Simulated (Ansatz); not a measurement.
Crystal: MgS (Niningerite).

```xyz
2
Lattice="0.0000 2.6016 2.6016 2.6016 0.0000 2.6016 2.6016 2.6016 0.0000" Properties=species:S:1:pos:R:3 pbc="T T T"
S     2.6016    2.6016    2.6016
Mg    0.0000    0.0000    0.0000
```

Base run:

```yaml
Program: Ansatz 0.2.0
Functional: HSE06
Potentials_or_basis: Ansatz PAW
Cutoff: "420 eV (not typed: the program's choice for these potentials)"
k_mesh: 6 × 6 × 6
Occupations: fermi-dirac, width 0.05 eV
Spin: no spin polarisation
```

Its results: band gap on the k mesh 3.80 eV, indirect (least direct gap 4.83 eV); pressure -0.4 GPa.

The run is repeated on the same cell with these changes: functional from HSE06 to PBE0. What comes out?

Band gap on the k mesh 4.53 eV, indirect (least direct gap 5.53 eV); pressure -0.4 GPa.

Caveats: the PAW data sets come from PBE, with cores solved anew for the run's functional, which leaves a small shift of forces and pressure; the thresholds are loose for stress.
